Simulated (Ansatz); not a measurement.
Runs of Ansatz 0.2.0 on SiNi3. The structure is cubic, space group Pm-3m (No. 221). The conventional cell has a = 3.542 Å, b = 3.542 Å, c = 3.542 Å, α = 90.00°, β = 90.00°, γ = 90.00°. Ni (site symmetry 4/mmm) has 8 Ni at 2.50 Å and 4 Si at 2.50 Å as nearest neighbours. Si (site symmetry m-3m) is surrounded by 12 Ni at 2.50 Å. 

```csv
task,level,cell,smearing,points for each segment of the path,gap on the mesh (eV),pressure (GPa),moment (μB),relaxed volume (Å³/atom)
single point,PBE,as given,gaussian 0.026 eV,-,none,-6.0,0.00,-
band structure,BLYP,as given,fermi-dirac 0.05 eV,14,none,(a),0.00,-
single point,PBE,as given,gaussian 0.016 eV,-,none,-6.0,0.00,-
band structure,LDA,as given,fermi-dirac 0.05 eV,14,none,-20.2,0.00,-
single point,PBE,as given,gaussian 0.025 eV,-,none,-6.0,0.00,-
relaxation of cell and atoms,PBEsol+D3(BJ),relaxed,fermi-dirac 0.05 eV,-,none,0.0,0.00,10.06
relaxation of cell and atoms,LDA,relaxed,fermi-dirac 0.05 eV,-,none,0.0,0.00,10.07
single point,PBE,as given,gaussian 0.021 eV,-,none,-6.0,0.00,-
```

Alike in all rows: potentials or basis Ansatz PAW; spin collinear, ferromagnetic start; k mesh 8 × 8 × 8; cutoff (eV) 420.

Question: Fill in the values left out.

Answer: (a) 3.4.

Caveats: the PAW data sets come from PBE, with cores solved anew for the run's functional, which leaves a small shift of forces and pressure (some runs); the plane-wave basis is chosen anew once the cell has moved, so the energies of steps on either side of that aren't comparable (some runs); the potentials were made for another functional, which shifts forces and pressure (some runs); so large a pressure means that the cell lies far from this level's equilibrium, or that cutoff or potentials fall short (some runs); pairwise dispersion overbinds metals, which lowers pressure and volume (some runs).

A k mesh can miss the band edges.

A gap of «none» marks a metal or a gap under the smearing width.

Not every run made on this cell is shown here.
